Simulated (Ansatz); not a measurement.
# Formation energy and levels of the substitutional impurity Al_Ga in GaN (P6_3mc), part 2 of 2

Aim: at which Fermi levels does Al_Ga in GaN (P6_3mc) change its charge? The model is a cell of 72 host atoms with 1 Ga taken out and 1 Al put in.

Ansatz; place-levels on r2SCAN runs: charge-transition levels and formation energies with image-charge correction and potential alignment at the atomic sites; PAW set soft_1.

So far: The structure; The runs of each charge state.

### Step 3. Levels against the band edges, r2SCAN

A charged cell interacts with its images and the background, and its potential has another zero than the host's. place-levels removes the first by a point-charge model, screened by the static dielectric constant since the ions have relaxed around the charge, and the second by comparing potentials at atoms far from the defect.

The host is a run of the defect-free crystal in the same cutoffs, grids and k-points, so that basis and sampling errors cancel in part in the differences. The host is run in a cell of 4 atoms on a matching mesh. Its band edges are searched through the zone by a band path, so the gap is smaller than, or equal to, that on the mesh. Chemical potentials are energies per atom of Ga (alpha-Ga (Cmce)) and Al (fcc), run with the same functional and cutoff.

Input file levels.point.yaml:

```yaml
host:
  run: host.point.run
states: [qm1_M1.point.run, q0.point.run, qp1_M1.point.run]
geometry_from:
  qm1_M1.point.run: qm1_M1.relax.run
  q0.point.run: q0.relax.run
  qp1_M1.point.run: qp1_M1.relax.run
  host.point.run: host.relax.run
chemical_potentials:
  Ga:
    energy: -3790.270342
    dataset: <sha256 of the dataset>
  Al:
    energy: -540.418346
    dataset: <sha256 of the dataset>
epsilon: [5.83, 5.83, 6.02]
static_epsilon: [10.1, 10.1, 11.19]
vertical:
  - { from: qm1_M1.point.run, to: qm1_M1.point_neutral.run }
  - { from: qp1_M1.point.run, to: qp1_M1.point_neutral.run }
```

Started as:

```bash
$ ansatz place-levels levels.point.yaml -- --threads 4 --pin off --max-ram 15073MiB
```

The program printed:

```text
[... repeated set-up lines and file paths are left out, and long positions are rounded to six places ...]
(+1/0) 0.000 eV above the valence edge (-0.281 eV without the band-filling correction), 2.352 eV under the conduction edge
(0/-1) 2.370 eV above the valence edge (+3.654 eV without the band-filling correction), in the conduction band
formation energy of charge +1: -1.910 eV with the Fermi level at the valence edge
formation energy of charge 0: -1.910 eV with the Fermi level at the valence edge
formation energy of charge -1: +0.460 eV with the Fermi level at the valence edge
vertical -1 to 0: no energy, since no alignment is typed
  the change from vertical[0].from (qm1_M1.point.run) to vertical[0].to (qm1_M1.point_neutral.run): by its potential at epsilon [5.83, 5.83, 6.02] it stands at 0.954 0.046 0.028, with an rms radius of about 7.0 Å (3.7 3.7 4.5 Å across the planes of the cell's [...]
vertical +1 to 0: no energy, since no alignment is typed
  the change from vertical[1].from (qp1_M1.point.run) to vertical[1].to (qp1_M1.point_neutral.run): by its potential at epsilon [5.83, 5.83, 6.02] it stands at 0.961 0.038 0.944, with an rms radius of about 6.5 Å (3.7 3.7 3.9 Å across the planes of the cell's [...]
  edges by r2scan, gap 2.352 eV; the host is sampled to repeats of 19.10 Å
  the defect's cells are sampled to repeats of 19.10 Å, like sampling
  charge +1: -147111.3219 eV with its correction of +0.014 eV, at epsilon [10.1, 10.1, 11.19], aligned at sites: -0.1955 eV, mean over 33 atomic sites at or beyond 4.77 Å from the defect at [0.4444, 0.5556, 0.4996], with +0.000000 for the charge's moments and [...]
  charge 0: +0.000 eV for its dipole among its images, +0.000 omitted
  charge -1: -147089.0095 eV with its correction of +0.206 eV, at epsilon [10.1, 10.1, 11.19], aligned at sites: +0.0035 eV, mean over 33 atomic sites at or beyond 4.77 Å from the defect at [0.4444, 0.5556, 0.4996], with +0.000000 for the charge's moments and [...]
  of states[2] (qp1_M1.point.run): it parts from the run at its places by a charge that spreads by about 3.7 Å along one vector (1.4 Å or more is wide), by its potential at epsilon [5.83, 5.83, 6.02], taken for that of held ions (one typed too small widens [...]
  of states[0] (qm1_M1.point.run): it parts from the run at its places by a charge that spreads by about 3.7 Å along one vector (1.4 Å or more is wide), by its potential at epsilon [5.83, 5.83, 6.02], taken for that of held ions (one typed too small widens [...]
  of vertical[0].from (qm1_M1.point.run): its moments are held at its close (magnetization.spin_locking), by a field of 0.284 eV a Bohr magneton, and its energy and levels are of the state that this holds: a run that lets them go can end lower; [...]
  of vertical[1].from (qp1_M1.point.run): its moments are held at its close (magnetization.spin_locking), by a field of 0.035 eV a Bohr magneton, and its energy and levels are of the state that this holds: a run that lets them go can end lower; [...]
```

The job ended after 0.39 s (4 threads of Arm Neoverse V1, shared host).

Levels between the charges placed, in eV above the valence top:

```
        gap (eV)  (+1/0)  (0/−1)
r2SCAN      2.35    0.00    2.37
```

Corrections by state:

```
charge  moment (μB)  image terms and alignment (eV)  band filling (eV)                                  ε used  over the lowest of its charge, as the program ranks them, band filling apart (eV)
    +1          1.0                           0.014             -0.281  principal values (10.10, 10.10, 11.19)                                                                              0.000
     0          0.0                           0.000                  -                                       -                                                                              0.000
    −1          1.0                           0.206             -1.284  principal values (10.10, 10.10, 11.19)                                                                              0.000
```

The charged structures listed were also run neutral, and place-levels reads from each pair, by the potential or the spins, how wide the charge is by which they differ; that can be the carrier of either run.

```
charge  rms radius (Å)  spread where it is widest against the cell (Å)  wide from (Å)  reading
    +1             6.5                                            3.69           1.43     wide
    −1             7.0                                            3.74           1.43     wide
```

The neutral runs of these pairs need not share the spin of the lowest neutral state, and very wide values only mean spread over the cell.

From the program's caveats on the states, each cut to its opening words:

- charge +1 (1 μB), −1 (1 μB): it parts from the run at its places by a charge that spreads by about 3.7 Å along one vector (1.4 Å or more is wide), by its potential at epsilon [5.83, 5.83, [...]
- charge +1 (1 μB): a band-filling correction moves a carrier to the host's band edge, which changes its energy by -0.281 eV
- charge +1 (1 μB): its moments are held at its close (magnetization.spin_locking), by a field of 0.035 eV a Bohr magneton, and its energy and levels are of the state that this [...]
- charge +1 (1 μB), −1 (1 μB): flagged: stability check not made
- charge −1 (1 μB): a band-filling correction moves a carrier to the host's band edge, which changes its energy by -1.284 eV
- charge −1 (1 μB): its moments are held at its close (magnetization.spin_locking), by a field of 0.284 eV a Bohr magneton, and its energy and levels are of the state that this [...]

Formation energies (eV), elemental references (Δμ(Ga) = 0.00 eV, Δμ(Al) = 0.00 eV):

```
charge  Fermi level at the valence top  at the conduction bottom
    +1                           -1.91                      0.44
     0                           -1.91                     -1.91
    −1                            0.46                     -1.89
```

### Step 4. Effect of the sampling

The relaxations' own energies give the levels at their sampling, for comparison.

Input file levels.relax_mesh.yaml:

```yaml
host:
  run: host.relax.run
states: [qm1_M1.relax.run, q0.relax.run, qp1_M1.relax.run]
chemical_potentials:
  Ga:
    energy: -3790.270342
    dataset: <sha256 of the dataset>
  Al:
    energy: -540.418346
    dataset: <sha256 of the dataset>
```

Started as:

```bash
$ ansatz place-levels levels.relax_mesh.yaml -- --threads 4 --pin off --max-ram 15073MiB
```

The program printed:

```text
(+1/0) 0.016 eV beneath the valence edge (-0.397 eV without the band-filling correction), in the valence band
[...]
formation energy of charge +1: -1.879 eV with the Fermi level at the valence edge
formation energy of charge 0: -1.895 eV with the Fermi level at the valence edge
formation energy of charge -1: +0.489 eV with the Fermi level at the valence edge
  edges by r2scan, gap 2.361 eV; the host is sampled to repeats of 14.10 Å
[... the lines on each state left out ...]
```

Run time: 0.13 s. Hardware: 4 threads.

Levels between neighbouring charges, in eV above the valence top:

```
                        gap (eV)  (+1/0)  (0/−1)
one point at (¼, ¼, ¼)      2.36   -0.02    2.38
  a 2×2×2 shifted mesh      2.35    0.00    2.37
```

Going from one point at (¼, ¼, ¼) to a 2×2×2 shifted mesh moves formation energies against the elements by up to 0.03 eV; band-filling terms, which differ between samplings, are in these energies.

### Step 5. Summary of results

- gap of the host: 2.35 eV (r2SCAN)
- level (plus 1/0): 0.00 eV above the valence top (-0.28 eV above the valence top without the band-filling term)
- level (0/minus 1): 2.37 eV above the valence top, past the conduction bottom (3.65 eV above the valence top without the band-filling term)
- lowest of the charges placed, just above the valence top (0.02 eV): 0
- lowest of the charges placed, just below the conduction bottom (0.02 eV): 0
- lowest formation energy at mid-gap of the charges run, elemental references: -1.91 eV

What this shows: Of the charges placed (−1, 0 and +1), 0 is the lowest from 0.02 eV above the valence top to 0.02 eV below the conduction bottom, a gap of 2.35 eV. States placed: +1 at 1 μB; 0 at 0 μB; −1 at 1 μB. Other spin states or structures, where not listed, weren't placed. The program finds carriers beyond a band edge of the host and adds a band-filling term at charge −1 (-1.28 eV) and +1 (-0.28 eV); steps to such a charge show no bound level, and a defect level inside a band would be read the same way. Al is taken at its element; compounds, which aren't counted here, bound the chemical potentials and would shift these formation energies. The lowest formation energy (elemental references) is negative across the gap, so the defect would form by itself: these chemical potentials lie beyond what competing compounds allow, or the host is unstable against it. Going from one point at (¼, ¼, ¼) to a 2×2×2 shifted mesh moves formation energies against the elements by up to 0.03 eV; band-filling terms, which differ between samplings, are in these energies. What this leaves open: r2SCAN makes the gap too small and tends to spread out bound carriers; where a gas molecule sets a chemical potential or the host's formation energy, its binding is uncorrected.

Calculation against experiment:

```
                             quantity  measured           r2SCAN
band gap (least gap of the host) (eV)      3.51  2.35 (-1.16 eV)
```

Measured values from arxiv:1708.04036 (2017).

**Verdict.** The band gap is off by -1.16 eV: a clear miss. Local and semilocal functionals usually give gaps below the measured ones. Zero-point and thermal motion shift the measured gap.

[Logs are printed without paths, hosts, clocks, repeated set-up lines and the standing remarks that a program may print on its own settings, such as how far it seeks lower states.]

[Hosts, paths, dates, database ids (printed as entryN), source tags and the programs' standing remarks are cut or masked in the printed files.]

[Where a table of states has a column of steps, it counts the stored structures, which are thinned; the runs took as many ionic steps or more.]

[A defect's name tells the site on which it was built; relaxed atoms can leave that site.]

[For some hosts the program warned that the k-mesh of the response run may be too coarse for force constants and the static dielectric constant; such warnings are not shown here.]
